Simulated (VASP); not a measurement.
# CdSe (F-43m) in VASP: notebook, part 3 of 3

VASP 6.6.1.

## (4) Relaxation of cell and atoms, PBE+D3(BJ)

File INCAR:

```
SYSTEM = CdSe
ALGO = Normal
EDIFF = 1E-6
EDIFFG = -0.01
ENCUT = 600
GGA = PE
IBRION = 2
ISIF = 3
ISMEAR = 0
IVDW = 12
LASPH = .TRUE.
LCHARG = .FALSE.
LREAL = .FALSE.
LWAVE = .FALSE.
NELM = 80
NSW = 90
PREC = Accurate
SIGMA = 0.03
```

File KPOINTS:

```
k-points
0
G
  8 8 8
  0 0 0
```

File POSCAR:

```
CdSe
1.0
    0.0000000000      3.0702711986      3.0702711986
    3.0702711986      0.0000000000      3.0702711986
    3.0702711986      3.0702711986      0.0000000000
Cd Se
1 1
Direct
    0.0000000000      0.0000000000      0.0000000000
    0.7500000000      0.7500000000      0.7500000000
```

Started as:

```bash
cat potpaw_PBE.64/Cd/POTCAR potpaw_PBE.64/Se/POTCAR > POTCAR
mpirun -np 1 vasp_std > vasp.out
```

Wall time 22 s (1 thread of Intel Xeon 6975P-C (Granite Rapids), shared host); peak memory 0.23 GiB.

Results (log left out):

```
Free energy                            : -6.1078 eV
Relaxed volume                         : 28.68 Å³/atom
Relaxed cell                           : a = 4.329 Å, b = 4.329 Å, c = 4.329 Å, α = 60.00°, β = 60.00°, γ = 60.00°
Space group after relaxing (to 0.05 Å) : F-43m (No. 216)
Energy gained by relaxing              : 0.4 meV/atom
Ionic steps                            : 3
Pressure after relaxing                : 0.0 GPa
Band gap on the k mesh                 : 0.57 eV, direct
Dispersion energy per atom             : -0.312 eV
```

Step by step:
| step | energy change (eV) | largest force (eV/Å) | pressure (GPa) | volume (Å³) |
| --- | --- | --- | --- | --- |
| 1 | 0.0000 | 0.0000 | -0.45 | 57.88 |
| 2 | -0.0007 | 0.0000 | 0.14 | 57.20 |
| 3 | -0.0008 | 0.0000 | 0.01 | 57.35 |

Final structure:
```
Cd Se
1.0
     0.00000    3.06087    3.06087
     3.06087    0.00000    3.06087
     3.06087    3.06087    0.00000
Cd Se
1 1
Direct
  0.00000 0.00000 0.00000
  0.75000 0.75000 0.75000
```

Levels at points of the mesh, in eV from the valence-band top:
```csv
k point,band 6,band 7,band 8,band 9,band 10,band 11,band 12,band 13
"(0.00, 0.00, 0.00)",-7.52,0.00,0.00,0.00,0.57,5.93,5.93,5.93
"(0.50, 0.00, 0.00)",-7.24,-4.28,-0.72,-0.72,2.37,6.44,6.44,7.37
"(0.50, 0.50, 0.00)",-7.17,-3.99,-1.79,-1.79,3.17,3.74,9.03,10.10
```

## (5) Relaxation of cell and atoms, PBE+D3(BJ)

This run uses another cell than the first one, of 28.68 Å³/atom, 0.991 times its volume.

INCAR, as its differences from that of step 4:

```diff
@@ -2,4 +2,4 @@
 ALGO = Normal
-EDIFF = 1E-6
-EDIFFG = -0.01
+EDIFF = 1E-7
+EDIFFG = -0.005
 ENCUT = 600
```

KPOINTS is that of step 4.

File POSCAR:

```
CdSe                                    
1.0
    0.0000000000      3.0608687289      3.0608687289
    3.0608687289      0.0000000000      3.0608687289
    3.0608687289      3.0608687289     -0.0000000000
  Cd              Se            
     1     1
Direct
     0.0000000000000000    0.0000000000000000    0.0000000000000000
     0.7500000000000000    0.7500000000000000    0.7500000000000000
```

Started as:

```bash
cat potpaw_PBE.64/Cd/POTCAR potpaw_PBE.64/Se/POTCAR > POTCAR
mpirun -np 1 vasp_std > vasp.out
```

Wall time 13 s (1 thread of Intel Xeon 6975P-C (Granite Rapids), shared host); peak memory 0.22 GiB.

The run converged. Its results:

| Item | Value |
| --- | --- |
| Free energy | -6.1077 eV |
| Pressure after relaxing | 0.0 GPa |
| Band gap on the k mesh | 0.57 eV, direct |
| Dispersion energy per atom | -0.312 eV |

Final structure:
```
Cd Se
1.0
     0.00000    3.06087    3.06087
     3.06087    0.00000    3.06087
     3.06087    3.06087    0.00000
Cd Se
1 1
Direct
  0.00000 0.00000 0.00000
  0.75000 0.75000 0.75000
```

Levels at points of the mesh, in eV from the valence-band top:
```tsv
k point	band 5	band 6	band 7	band 8	band 9	band 10	band 11	band 12	band 13
(0.00, 0.00, 0.00)	-7.52	-7.52	0.00	0.00	0.00	0.57	5.93	5.93	5.93
(0.50, 0.00, 0.00)	-7.50	-7.24	-4.28	-0.72	-0.72	2.37	6.44	6.44	7.37
(0.50, 0.50, 0.00)	-7.46	-7.17	-3.99	-1.79	-1.79	3.17	3.74	9.03	10.10
```

Caveat: the relaxation stopped at its first step, so nothing moved. As with any semilocal functional, this PBE gap is likely too small.

## (6) Relaxation of cell and atoms, PBEsol

File INCAR:

```
PREC     = Accurate       # precision mode
ENCUT    = 600            # plane-wave cutoff, eV
EDIFF    = 1E-6           # SCF threshold, eV
ISMEAR   = 0              # smearing method
SIGMA    = 0.03           # smearing width, eV
LREAL    = F              # projectors in reciprocal space
LASPH    = T              # aspherical terms in the spheres
NELM     = 80             # most SCF steps
ALGO     = Normal         # electronic algorithm
ISIF     = 3              # what is computed and relaxed
LWAVE    = F              # write WAVECAR
LCHARG   = F              # write CHGCAR
GGA      = PS             # functional
IBRION   = 2              # ionic algorithm
NSW      = 90             # ionic steps
EDIFFG   = -0.01          # ionic threshold
```

File KPOINTS:

```
Automatic mesh
0
Gamma
  8 8 8
```

File POSCAR:

```
CdSe
1.0
    0.0000000000      3.0702711986      3.0702711986
    3.0702711986      0.0000000000      3.0702711986
    3.0702711986      3.0702711986      0.0000000000
Cd Se
1 1
Direct
    0.0000000000      0.0000000000      0.0000000000
    0.7500000000      0.7500000000      0.7500000000
```

Potentials or basis: VASP PAW PBE potentials, release 64 (Cd, Se).

Started as:

```bash
cat potpaw_PBE.64/Cd/POTCAR potpaw_PBE.64/Se/POTCAR > POTCAR
mpirun -np 1 vasp_std > vasp.out
```

OUTCAR:

```text
PREC = Accurate
   ENCUT = 600
   EDIFF = 1E-6
   ISMEAR = 0
   LREAL = F
   LASPH = T
   NELM = 80
   ISIF = 3
   GGA = PS
   IBRION = 2
   NSW = 90
   EDIFFG = -0.01

 ion  position               nearest neighbor table
   1  0.000  0.000  0.000-   2 2.66   2 2.66   2 2.66   2 2.66
   2  0.750  0.750  0.750-   1 2.66   1 2.66   1 2.66   1 2.66

  LATTYP: Found a face centered cubic cell.
 ALAT       =     6.1405423972

  Lattice vectors:

 A1 = (   0.0000000000,   3.0702711986,   3.0702711986)
 A2 = (   3.0702711986,   0.0000000000,   3.0702711986)
 A3 = (   3.0702711986,   3.0702711986,   0.0000000000)

Analysis of symmetry for initial positions (statically):
[... 268 lines left out ...]
      2      -7.1244      2.00000
      3      -7.1244      2.00000
      4      -7.1244      2.00000
      5      -6.7484      2.00000
      6      -6.7484      2.00000
      7       0.7727      2.00000
      8       0.7727      2.00000
      9       0.7727      2.00000
     10       1.2456      0.00000
     11       6.6273      0.00000
     12       6.6273      0.00000
     13       6.6273      0.00000
[... 354 lines left out ...]
  band No.  band energies     occupation
      1     -11.3891      2.00000
      2      -6.9947      2.00000
      3      -6.9695      2.00000
      4      -6.7690      2.00000
      5      -6.7324      2.00000
      6      -6.3724      2.00000
      7      -3.3966      2.00000
      8      -1.2299      2.00000
      9      -0.4585      2.00000
     10       4.5510      0.00000
     11       6.1173      0.00000
     12       7.5140      0.00000
     13       8.6707      0.00000

 [... further k-points ...]

------------------------ aborting loop because EDIFF is reached ----------------------------------------

  FORCE on cell =-STRESS in cart. coord.  units (eV):
  Direction    XX          YY          ZZ          XY          YZ          ZX
  --------------------------------------------------------------------------------------
  -------------------------------------------------------------------------------------
  Total        0.0076706      0.0076706      0.0076706      0.0000000      0.0000000      0.0000000
  in kB        0.2173853      0.2173853      0.2173853      0.0000000      0.0000000      0.0000000
  external PRESSURE =       0.2173853 kB  Pullay stress =       0.0000000 kB
[... 17 lines left out ...]
  FREE ENERGIE OF THE ION-ELECTRON SYSTEM (eV)
  ---------------------------------------------------
  free  energy   TOTEN  =        -6.1777999055 eV

  energy  without entropy=       -6.1777999055  energy(sigma->0) =       -6.17779991

 reached required accuracy - stopping structural energy minimisation
```

Run time: 26 s. Hardware: 1 thread of Intel Xeon 6975P-C (Granite Rapids), shared host; peak memory 0.22 GiB.

What came out:

```
Free energy                            : -6.1778 eV
Relaxed volume                         : 28.27 Å³/atom
Relaxed cell                           : a = 4.308 Å, b = 4.308 Å, c = 4.308 Å, α = 60.00°, β = 60.00°, γ = 60.00°
Space group after relaxing (to 0.05 Å) : F-43m (No. 216)
Energy gained by relaxing              : 2.5 meV/atom
Ionic steps                            : 3
Pressure after relaxing                : 0.0 GPa
Band gap on the k mesh                 : 0.47 eV, direct
```

The path:
| step | energy change (eV) | largest force (eV/Å) | pressure (GPa) | volume (Å³) |
| --- | --- | --- | --- | --- |
| 1 | 0.0000 | 0.0000 | -1.15 | 57.88 |
| 2 | -0.0045 | 0.0000 | 0.33 | 56.16 |
| 3 | -0.0049 | 0.0000 | 0.02 | 56.53 |

Final structure:
```cif
data_structure
_symmetry_space_group_name_H-M 'P 1'
_symmetry_Int_Tables_number 1
_cell_length_a 4.3080
_cell_length_b 4.3080
_cell_length_c 4.3080
_cell_angle_alpha 60.000
_cell_angle_beta 60.000
_cell_angle_gamma 60.000
_cell_volume 56.53
loop_
_atom_site_label
_atom_site_type_symbol
_atom_site_fract_x
_atom_site_fract_y
_atom_site_fract_z
_atom_site_occupancy
Cd1 Cd 0.00000 0.00000 0.00000 1
Se1 Se 0.75000 0.75000 0.75000 1
```

Caveat: the PAW data sets were made with another functional, which shifts forces and pressure a little.

## (7) The runs side by side

```tsv
level	gap on the mesh (eV)	pressure (GPa)
PBE	0.48	0.0
PBE+D3(BJ)	0.57	0.0
PBEsol	0.47	0.0
```

Alike in all rows: task relaxation of cell and atoms; potentials or basis VASP PAW PBE potentials, release 64 (Cd, Se); no spin polarisation; cell relaxed; k mesh 8 × 8 × 8; cutoff (eV) 600; smearing gaussian 0.03 eV.

Caveats: the relaxation stopped at its first step, so nothing moved (some runs); the PAW data sets were made with another functional, which shifts forces and pressure a little (some runs).

Absolute energies hang on the potentials; compare differences alone.
